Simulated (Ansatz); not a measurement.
## Zr: checking dH/dP = V

All numbers below come from Ansatz, DFT PBE, scalar-relativistic, plane waves, PAW. (420 eV cutoff, 16×16×16 k-mesh, Gaussian smearing of 0.10 eV, no spin polarisation)

Starting point, cell and atoms relaxed:

```xyz
1
Lattice="0.0000 2.2635 2.2635 2.2635 0.0000 2.2635 2.2635 2.2635 0.0000" Properties=species:S:1:pos:R:3 pbc="T T T"
Zr    0.0000    0.0000    0.0000
```

Cell and atoms were relaxed at each target pressure within the start's symmetry (Fm-3m), at zero temperature; other phases can be more stable under pressure. H = E + PV with P the target; E is the free energy at the smearing used, whose derivative the pressure is, per atom and counted from zero pressure. The mesh named is that at zero pressure; some other pressures ran on another.

```csv
P (GPa),V (Å³/atom),E − E0 (meV),H − H0 (meV)
0,23.193,0.0,0.0
3,22.468,6.6,427.3
8,21.445,41.2,1112.0
15,20.287,123.4,2022.7
30,18.444,376.9,3830.4
60,16.064,1025.7,7041.4
```

Question: Thermodynamics gives dH/dP = V along a relaxed path. Integrate V over P by the trapezoid rule and compare with the computed enthalpies.

Answer: With 1 eV/Å³ = 160.22 GPa, each step adds the mean volume times ΔP / 160.22:
```csv
P (GPa),∫V dP (meV),H − H0 (meV),difference (meV)
3,427.5,427.3,0.2
8,1112.7,1112.0,0.7
15,2024.4,2022.7,1.6
30,3837.4,3830.4,7.0
60,7068.1,7041.4,26.6
```

V(P) curves upward, so the trapezoid rule runs high; integrating a smooth curve through the same points puts that excess at about 25.4 meV at 60 GPa, against the 26.6 meV found.

Question: At 60 GPa, how much of the enthalpy change is stored energy and how much is the PV term?

Answer: E rises by 1026 meV/atom and PV is 60 × 16.064 / 160.22 = 6016 meV/atom, so PV makes 85 % of ΔH. So between rival structures at high pressure a small difference in volume can outweigh the difference in energy: 1 % of this volume is worth 60.2 meV/atom at this pressure.

Question: What bulk modulus do the lowest pressures give?

Answer: From the pressures that the runs reached, -3.00 GPa (24.029 Å³) and 3.00 GPa (22.468 Å³), B = −ΔP/Δln V = 6.00 / 0.0672 = 89 GPa, a mean over that range.

This fcc form isn't the element's structure at ambient conditions.